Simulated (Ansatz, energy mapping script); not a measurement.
# LiNiS2 in the alpha-NaFeO2 structure: energy mapping under PBEsol, part 2 of 2

Wanted: the magnetic order of LiNiS2 in the alpha-NaFeO2 structure, its couplings and an estimate of its ordering temperature, by PBEsol.

PBEsol; plane waves, collinear spin, no spin–orbit coupling.

So far. Step 4 (Order 3: parallel, cell B of 12 atoms): The run ends ferromagnetic. For each magnetic atom its energy differs from the parallel run of the first cell by -0.28 meV, an error that one common reference would have brought in. Step 5 (Run 4 (uncompensated ++−; cell B, 12 atoms)): The run ends ferrimagnetic, 7.04 meV a magnetic atom above the parallel order of its cell (energies taken at zero occupation width, not the printed F).

In doubt: warnings of the run leave room for a lower electronic state (step 7), so energies may not be the lowest and differences between runs may mislead.

**6. Order 5: parallel, cell C of 8 atoms**

The parallel order again, as the reference for this cell.

Input file input.yaml:

```yaml
crystal:
  lattice:
    - [1.710547538, -2.962755245, 0.0]
    - [3.421095076, 0.0, 0.0]
    - [1.710547538, -0.987585081, 11.542108804]
  atoms:
    - { symbol: Li, position: [0.0, 0.0, 0.0] }
    - { symbol: Li, position: [0.5, 0.5, 0.5] }
    - { symbol: Ni, position: [0.75, 0.75, 0.75], spin: 2.0 }
    - { symbol: Ni, position: [0.25, 0.25, 0.25], spin: 2.0 }
    - { symbol: S, position: [0.878936526, 0.878936526, 0.36319042] }
    - { symbol: S, position: [0.378936526, 0.378936526, 0.86319042] }
    - { symbol: S, position: [0.621063474, 0.621063474, 0.13680958] }
    - { symbol: S, position: [0.121063474, 0.121063474, 0.63680958] }
magnetization:
  spin_polarized: true
kpoints:
  mp_grid: { grid: [12, 12, 12] }
hamiltonian:
  xc: pbesol
scf:
  occupations: { method: fermi_dirac, width: 0.05 }
output:
  eigenvalues: true
```

On the command line:

```console
ansatz run input.yaml --threads 4 --pin off --max-ram 8192MiB --backend cpu --events-out ev --progress --plain --runs-dir out
```

Numbers of over 12 decimals in the logs are rounded to 6 here.

The program printed:

```text
[...]
Crystal: 8 atoms, lattice volume = 116.989 Å³
Basis set: ecut = 420 eV, 2277 PW (Γ)
Bands: 43, of which v1, the nominal top of the filled ones, is band 33 counted from 1 (32 counted from 0)
Symmetry: 24 space group operations
[...]
k-points: 189 of 1728
[...]
Starting moments: Σ|m| = 4 μB on 2 of 8 sites
[...]
k-point 0 ↑: bands = [... 29 lower, 7.6935, 7.8199, 7.8199, 9.1438, 9.1438, 9.2164, 9.2164, 13.1295, ... 6 higher]
  k-point 1 ↑: bands = [... 29 lower, 7.6955, 7.8176, 7.8176, 9.1452, 9.1452, 9.2153, 9.2153, 13.1268, ... 6 higher]
  k-point 2 ↑: bands = [... 29 lower, 7.7016, 7.8110, 7.8110, 9.1491, 9.1491, 9.2120, 9.2120, 13.1254, ... 6 higher]
  k-point 188 ↓: bands = [... 29 lower, 7.0929, 7.1203, 7.1203, 8.4963, 8.4963, 8.6476, 8.6476, 12.9500, ... 6 higher]
[key lines of the parts left out:]
SCF converged after 12 iterations
Magnetization: 1.6722 μB (33.8361 up, 32.1639 down)
Free energy (F): -15560.562669 eV
Fermi energy:    8.332833 eV
```

Wall time 37 s (4 threads of Arm Neoverse V1, shared host); peak memory 1.4 GiB; 2.4 min of CPU time.

The run ends ferromagnetic. For each magnetic atom its energy differs from the parallel run of the first cell by -1.37 meV, an error that one common reference would have brought in.

**7. Order 6: compensated +−, cell C of 8 atoms**

This order reverses 0 of the 6 neighbours at 3.42 Å and 6 of the 6 neighbours at 6.10 Å, counted for an average magnetic atom.

input.yaml, as its differences from that of step 6:

```diff
@@ -9,3 +9,3 @@
     - { symbol: Ni, position: [0.75, 0.75, 0.75], spin: 2.0 }
-    - { symbol: Ni, position: [0.25, 0.25, 0.25], spin: 2.0 }
+    - { symbol: Ni, position: [0.25, 0.25, 0.25], spin: -2.0 }
     - { symbol: S, position: [0.878936526, 0.878936526, 0.36319042] }
```

The program printed:

```text
[...]
Crystal: 8 atoms, lattice volume = 116.989 Å³
Basis set: ecut = 420 eV, 2277 PW (Γ)
Bands: 43, of which v1, the nominal top of the filled ones, is band 33 counted from 1 (32 counted from 0)
Symmetry: 12 space group operations
[...]
k-points: 189 of 1728
[...]
Starting moments: Σ|m| = 4 μB on 2 of 8 sites
[...]
k-point 0 ↑: bands = [... 29 lower, 7.7229, 7.8663, 7.8663, 9.2408, 9.2408, 9.5488, 9.5488, 13.1715, ... 6 higher]
  k-point 1 ↑: bands = [... 29 lower, 7.7248, 7.8643, 7.8643, 9.2412, 9.2412, 9.5486, 9.5486, 13.1695, ... 6 higher]
  k-point 2 ↑: bands = [... 29 lower, 7.7301, 7.8585, 7.8585, 9.2421, 9.2421, 9.5482, 9.5482, 13.1697, ... 6 higher]
  k-point 188 ↓: bands = [... 29 lower, 6.8503, 7.0857, 7.1039, 8.0362, 8.0823, 8.4966, 8.5351, 12.8580, ... 6 higher]
[key lines of the parts left out:]
SCF converged after 13 iterations
Magnetization: 0.0000 μB (33.0000 up, 33.0000 down)
Free energy (F): -15560.537273 eV
Fermi energy:    8.326531 eV
```

Elapsed: 5.2 min, on 4 threads; peak memory 4.1 GiB; 21 min of CPU time.

The run ends antiferromagnetic, 16.51 meV a magnetic atom above the parallel order of its cell (energies taken at zero occupation width, not the printed F).

**8. Parallel start in cell D (8 atoms)**

The parallel order again, as the reference for this cell.

This run holds the same structure in another cell (b 3.421 → 5.926 Å, c 11.710 → 6.100 Å, α 81.6 → 99.3°, β 81.6 → 106.3°, γ 60.0 → 90.0°).

Input file input.yaml:

```yaml
crystal:
  lattice:
    - [-3.421095076, 0.0, 0.0]
    - [0.0, 5.92551049, 0.0]
    - [1.710547538, -0.987585082, -5.771054402]
  atoms:
    - { symbol: Li, position: [0.0, 0.0, 0.0] }
    - { symbol: Li, position: [0.5, 0.5, 0.0] }
    - { symbol: Ni, position: [0.25, 0.75, 0.5], spin: 2.0 }
    - { symbol: Ni, position: [0.75, 0.25, 0.5], spin: 2.0 }
    - { symbol: S, position: [0.63680958, 0.878936526, 0.273619159] }
    - { symbol: S, position: [0.136809579, 0.378936526, 0.273619159] }
    - { symbol: S, position: [0.86319042, 0.621063474, 0.726380841] }
    - { symbol: S, position: [0.36319042, 0.121063474, 0.726380841] }
magnetization:
  spin_polarized: true
kpoints:
  mp_grid: { grid: [11, 6, 11] }
hamiltonian:
  xc: pbesol
scf:
  occupations: { method: fermi_dirac, width: 0.05 }
output:
  eigenvalues: true
```

The program printed:

```text
[...]
Crystal: 8 atoms, lattice volume = 116.989 Å³
Basis set: ecut = 420 eV, 2281 PW (Γ)
Bands: 43, of which v1, the nominal top of the filled ones, is band 33 counted from 1 (32 counted from 0)
Symmetry: 8 space group operations
[...]
k-points: 204 of 726
[...]
Starting moments: Σ|m| = 4 μB on 2 of 8 sites
[...]
k-point 0 ↑: bands = [... 29 lower, 7.5746, 7.8201, 7.8202, 7.9673, 8.4908, 9.1460, 9.1463, 12.4039, ... 6 higher]
  k-point 1 ↑: bands = [... 29 lower, 7.4704, 7.8096, 7.8097, 8.0383, 8.5349, 9.1522, 9.1526, 12.3714, ... 6 higher]
  k-point 2 ↑: bands = [... 29 lower, 7.2170, 7.7818, 7.7819, 8.2378, 8.6517, 9.1686, 9.1689, 12.2772, ... 6 higher]
  k-point 203 ↓: bands = [... 29 lower, 6.8234, 6.9699, 6.9799, 8.9682, 9.1533, 9.1930, 9.3306, 12.3529, ... 6 higher]
[key lines of the parts left out:]
SCF converged after 12 iterations
Magnetization: 1.6541 μB (33.8271 up, 32.1729 down)
Free energy (F): -15560.560958 eV
Fermi energy:    8.338727 eV
```

Elapsed: 41 s, on 4 threads; peak memory 1.5 GiB.

The run ends ferromagnetic. For each magnetic atom its energy differs from the parallel run of the first cell by -0.08 meV, an error that one common reference would have brought in.

**9. Compensated +− start in cell D (8 atoms)**

Reversing part of the moments probes the couplings between the two sets.

input.yaml, as its differences from that of step 8:

```diff
@@ -9,3 +9,3 @@
     - { symbol: Ni, position: [0.25, 0.75, 0.5], spin: 2.0 }
-    - { symbol: Ni, position: [0.75, 0.25, 0.5], spin: 2.0 }
+    - { symbol: Ni, position: [0.75, 0.25, 0.5], spin: -2.0 }
     - { symbol: S, position: [0.63680958, 0.878936526, 0.273619159] }
```

The program printed:

```text
Engine: ansatz 0.2.0, aarch64-unknown-linux-gnu
Pseudopotentials: kind: paw
Pseudopotential: Li, paw, valence charge 3, recommended cutoff 420 eV (normal), Li.paw.azcp
Pseudopotential: Ni, paw, valence charge 18, recommended cutoff 420 eV (normal), Ni.paw.azcp
Pseudopotential: S, paw, valence charge 6, recommended cutoff 420 eV (normal), S.paw.azcp
Functional definition: PBEsol
  exchange = pbesol_x
[...]
Error: SIGTERM received: cancelled ahead of the end of the searches for a lower state and the checks behind the self-consistent cycle: the result that stood is reported, with what was made of it, and may lie above the state on which the run would have ended. A resume of <dir> goes on from the state saved last, or from a result that was left at `state.next`, and makes the searches and checks that nothing else bars: give the resume the same folder of runs
Name the folder of runs with --runs-dir
[key lines of the parts left out:]
SCF converged after 13 iterations
Magnetization: 0.0000 μB (33.0000 up, 33.0000 down)
Free energy (F): -15560.537773 eV
Fermi energy:    8.345069 eV
```

It took 7.8 min on 4 threads; peak memory 4.4 GiB.

The run was stopped unfinished when the time set aside for it ran out, so what it printed is not taken as a result.

**10. Order 9: parallel, cell E of 12 atoms**

The parallel order again, as the reference for this cell.

Input file input.yaml:

```yaml
crystal:
  lattice:
    - [1.710547538, -2.962755245, 0.0]
    - [-1.710547538, -0.987585082, -5.771054402]
    - [6.842190152, 5.92551049, 0.0]
  atoms:
    - { symbol: Li, position: [0.0, 0.0, 0.0] }
    - { symbol: Li, position: [0.666666667, 0.0, 0.333333333] }
    - { symbol: Li, position: [0.333333333, 0.0, 0.666666667] }
    - { symbol: Ni, position: [0.833333333, 0.5, 0.666666667], spin: 2.0 }
    - { symbol: Ni, position: [0.5, 0.5, 0.0], spin: 2.0 }
    - { symbol: Ni, position: [0.166666667, 0.5, 0.333333333], spin: 2.0 }
    - { symbol: S, position: [0.919291018, 0.273619159, 0.838582035] }
    - { symbol: S, position: [0.585957684, 0.273619159, 0.171915369] }
    - { symbol: S, position: [0.252624351, 0.273619159, 0.505248702] }
    - { symbol: S, position: [0.747375649, 0.726380841, 0.494751298] }
    - { symbol: S, position: [0.414042316, 0.726380841, 0.828084631] }
    - { symbol: S, position: [0.080708982, 0.726380841, 0.161417965] }
magnetization:
  spin_polarized: true
kpoints:
  mp_grid: { grid: [11, 6, 11] }
hamiltonian:
  xc: pbesol
scf:
  occupations: { method: fermi_dirac, width: 0.05 }
output:
  eigenvalues: true
```

The program printed:

```text
[...]
Crystal: 12 atoms, lattice volume = 175.484 Å³
Basis set: ecut = 420 eV, 3435 PW (Γ)
Bands: 65, of which v1, the nominal top of the filled ones, is band 50 counted from 1 (49 counted from 0)
Symmetry: 12 space group operations
[...]
k-points: 204 of 726
[...]
Starting moments: Σ|m| = 6 μB on 3 of 12 sites
[...]
k-point 0 ↑: bands = [... 46 lower, 7.8200, 7.8202, 8.7760, 8.7760, 8.9168, 8.9168, 9.1455, 9.1457, ... 11 higher]
  k-point 1 ↑: bands = [... 46 lower, 7.7749, 7.8185, 8.6842, 8.8602, 8.8808, 8.9521, 9.0843, 9.1263, ... 11 higher]
  k-point 2 ↑: bands = [... 46 lower, 7.6873, 7.8110, 8.5887, 8.8477, 8.9193, 8.9330, 8.9837, 9.0731, ... 11 higher]
  k-point 203 ↓: bands = [... 46 lower, 7.0219, 7.2663, 8.5474, 8.6294, 8.9246, 9.1239, 9.3188, 9.4418, ... 11 higher]
[key lines of the parts left out:]
SCF converged after 11 iterations
Magnetization: 2.4872 μB (50.7436 up, 48.2564 down)
Free energy (F): -23340.841007 eV
Fermi energy:    8.337147 eV
```

Run time: 1.7 min. Hardware: 4 threads; peak memory 2.8 GiB.

The run ends ferromagnetic. For each magnetic atom its energy differs from the parallel run of the first cell by 0.08 meV, an error that one common reference would have brought in.

**11. Uncompensated ++− start in cell E (12 atoms)**

This order reverses 2.67 of the 6 neighbours at 3.42 Å and 2.67 of the 6 neighbours at 6.10 Å, counted for an average magnetic atom.

input.yaml, as its differences from that of step 10:

```diff
@@ -11,3 +11,3 @@
     - { symbol: Ni, position: [0.5, 0.5, 0.0], spin: 2.0 }
-    - { symbol: Ni, position: [0.166666667, 0.5, 0.333333333], spin: 2.0 }
+    - { symbol: Ni, position: [0.166666667, 0.5, 0.333333333], spin: -2.0 }
     - { symbol: S, position: [0.919291018, 0.273619159, 0.838582035] }
```

The program printed:

```text
[...]
Crystal: 12 atoms, lattice volume = 175.484 Å³
Basis set: ecut = 420 eV, 3435 PW (Γ)
Bands: 65, of which v1, the nominal top of the filled ones, is band 50 counted from 1 (49 counted from 0)
Symmetry: 4 space group operations
[...]
k-points: 204 of 726
[...]
Starting moments: Σ|m| = 6 μB on 3 of 12 sites
[...]
k-point 0 ↑: bands = [... 46 lower, 7.8200, 7.8202, 8.7760, 8.7760, 8.9168, 8.9168, 9.1455, 9.1457, ... 11 higher]
  k-point 1 ↑: bands = [... 46 lower, 7.7748, 7.8185, 8.6842, 8.8602, 8.8808, 8.9521, 9.0843, 9.1263, ... 11 higher]
  k-point 2 ↑: bands = [... 46 lower, 7.6873, 7.8110, 8.5887, 8.8477, 8.9193, 8.9330, 8.9837, 9.0731, ... 11 higher]
  k-point 203 ↓: bands = [... 46 lower, 7.0219, 7.2663, 8.5474, 8.6294, 8.9246, 9.1239, 9.3188, 9.4419, ... 11 higher]
[key lines of the parts left out:]
SCF converged after 24 iterations
Magnetization: 2.4873 μB (50.7436 up, 48.2564 down)
Free energy (F): -23340.841007 eV
Fermi energy:    8.337157 eV
```

Run time: 3.6 min. Hardware: 4 threads; peak memory 2.9 GiB; 14 min of CPU time.

The run ends ferromagnetic, not as typed: a moment turned or collapsed in the SCF or in the program's search for a lower state.

**12. Mapping onto a Heisenberg model**

Each energy difference is a sum of couplings weighted by the pairs that the order reverses. A few near shells are fitted to the differences by least squares. Energies are those extrapolated to zero occupation width, not the free energies F.

The orders side by side; each is measured from the parallel order in the same cell and on the same mesh:

| order | atoms | energy (meV a magnetic atom) | moments (μB) | moments kept as typed | opposed neighbours at 3.42, 6.10 Å |
| --- | --- | --- | --- | --- | --- |
| parallel in cell A | 8 | 0.00 | 0.58 | yes | 0, 0 |
| compensated +− in cell A (typed; ended ferromagnetic) | 8 | 0.00 | 0.58 | no | 4, 4 |
| parallel in cell B | 12 | 0.00 | 0.58 | yes | 0, 0 |
| uncompensated ++− in cell B | 12 | 7.04 | 0.45 | yes | 2.67, 4 |
| parallel in cell C | 8 | 0.00 | 0.58 | yes | 0, 0 |
| compensated +− in cell C | 8 | 16.51 | 0.41 | yes | 0, 6 |
| parallel in cell D | 8 | 0.00 | 0.57 | yes | 0, 0 |
| parallel in cell E | 12 | 0.00 | 0.58 | yes | 0, 0 |
| uncompensated ++− in cell E (typed; ended ferromagnetic) | 12 | 0.00 | 0.58 | no | 2.67, 2.67 |

Couplings from the energies, with E = −Σ J e·e over ordered pairs:

```csv
pair,distance (Å),neighbours,J (meV)
Ni–Ni,3.42,6,-0.744
Ni–Ni,6.10,6,1.38
```

These orders cannot tell some unfitted shells from fitted ones: the value at 3.42 Å holds J(3.42) + 1.5 J(5.93) + J(6.84) − 0.5 J(6.99) and the value at 6.10 Å holds J(6.10) + J(6.99); other unfitted shells add to the values wholly or in part. No temperature is drawn.

Limits of this fit: the pairs at 5.93 and 6.84 Å are left out of the fit, though near enough to matter; moments change by up to 29 % between orders; some orders lost their moments or signs, so no temperature is drawn from a model of fixed moments; 3 of the orders did not finish or lost their signs.

**13. What came out**

```json
{
  "lowest order tried": "parallel",
  "largest fitted value (a combination of shells), Ni–Ni at 6.10 Å": "1.38 meV"
}
```

What this shows: Of the orders tried, LiNiS2 in the alpha-NaFeO2 structure prefers parallel moments under PBEsol. The largest fitted value is 1.4 meV, at 6.10 Å. It is a combination of shells that these orders cannot split, so neither its size nor its sign can be laid on that pair alone. The orders also reverse pairs at 5.93, 6.84 and 6.99 Å, which are not fitted, so the fitted values hold their part too. 2 energy differences fix 2 couplings with none to spare, so the fit tests nothing. In the fitted orders moments change by up to 29 % against the parallel run of the same cell, so a model of fixed spins is doubtful here. Orders that lost their signs are left out of the fit. The pairs at 5.93 and 6.84 Å are nearer than the strongest fitted shell or at most 15 % farther, and these orders do not fix their coupling, so no ordering temperature is given. Every order is gapless on its mesh at this level. In a metal exchange reaches farther, and a short model of fixed moments is less apt; where the compound is in fact an insulator, these couplings come from a wrongly metallic state. With a near shell that the orders cannot separate, no temperature is given. Some orders lost their moments or signs, so a model of fixed moments fits this crystal badly and no temperature is given. The cell was built from a prototype and relaxed; a distortion that needs a larger cell, or another structure that the compound may prefer, is not captured.

1 further run of the session is left out of this account and of its counts and ranges: runs hit by known faults of a program or its files, repeats, responses too ill-conditioned to give a U, cells squeezed past sense, harmless faults, or fits whose shells could not be counted again from the structure.

[Logs and program files are shortened in this print: banners, set-up blocks, solver, clock and traceback lines can be left out without a mark of their own.]

[Logs are printed without paths, hosts, clocks, repeated set-up lines and the standing remarks that a program may print on its own settings, such as how far it seeks lower states.]

[Hosts, paths, dates, database ids (printed as entryN), source tags and the programs' standing remarks are cut or masked in the printed files.]

[Where a cell is said to come from a database of computed structures, the database is the Materials Project.]
